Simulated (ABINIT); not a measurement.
Crystal: BeTe.

```
CELL_PARAMETERS angstrom
0.00000 2.77000 2.77000
2.77000 0.00000 2.77000
2.77000 2.77000 0.00000
ATOMIC_POSITIONS crystal
Te 0.75000 0.75000 0.75000
Be 0.00000 0.00000 0.00000
```

Base run:

```yaml
Program: ABINIT 10.8.3 (patched build)
Functional: PBE
Potentials_or_basis: SG15 NC PBE v1.2
Cutoff: 707 eV
k_mesh: 6 × 6 × 6
Occupations: fixed
Spin: no spin polarisation
```

Its results: band gap on the k mesh 1.87 eV, indirect (least direct gap 3.61 eV); pressure 4.3 GPa.

The run is repeated on the same cell with these changes: functional from PBE to PBE0. What comes out?

Band gap on the k mesh 3.51 eV, indirect (least direct gap 5.43 eV); pressure 1.9 GPa.

PBE0 gives the wider gap, since exact exchange removes part of the self-interaction.

Caveats: spin-orbit coupling is left out, which moves the levels of the heavy elements; the potentials were made for another functional, which shifts forces and pressure (some runs).

A k mesh can miss the band edges.
